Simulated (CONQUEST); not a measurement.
BP under changes of volume

One of the cells (11.682 Å³/atom); the others are scaled copies at fixed shape and fractional positions:

```
P B
1.0
     3.20885    0.00000    0.00000
     0.00000    3.20885    0.00000
     0.00000    0.00000    4.53800
P B
2 2
Direct
  0.00000 0.50000 0.25000
  0.50000 0.00000 0.75000
  0.00000 0.00000 0.00000
  0.50000 0.50000 0.50000
```

| Property | Result |
| --- | --- |
| Program | CONQUEST 1.3 |
| Functional | PBE |
| Potentials or basis | PseudoDojo NC PBE, DZ, grid of 32 × 32 × 48 points |
| k mesh | 8 × 8 × 6 |
| Occupations | fermi-dirac, width 0.05 eV |
| Spin | no spin polarisation |

```csv
volume (Å³/atom),energy over the lowest point (meV/atom),pressure (GPa)
10.981,114.37,26.5
11.214,79.52,21.4
11.448,51.79,16.8
11.682,30.39,12.6
11.915,14.97,8.7
12.149,?,?
12.383,0.00,1.8
```

Task: What does the run at 12.149 Å³/atom give?

Result: Energy over the lowest point 5.01 meV/atom; pressure 5.2 GPa.

Worked out: A Birch-Murnaghan fit of order 3 (a polynomial in V^(-2/3)) to the other rows has its minimum at 12.52 Å³/atom, just outside them, with B0 = V·E''(V) = 159 GPa and B' = 3.6. It gives 5.00 meV/atom at 12.149 Å³/atom, against the run's 5.01, and -dE/dV = 5.1 GPa, against 5.2.

Energies are extrapolated to zero smearing.

Caveats: the atomic basis is small; the basis of atomic orbitals isn't converged, which shifts pressures, moduli and gaps; the real-space grid breaks the cell's symmetry a little (some runs).
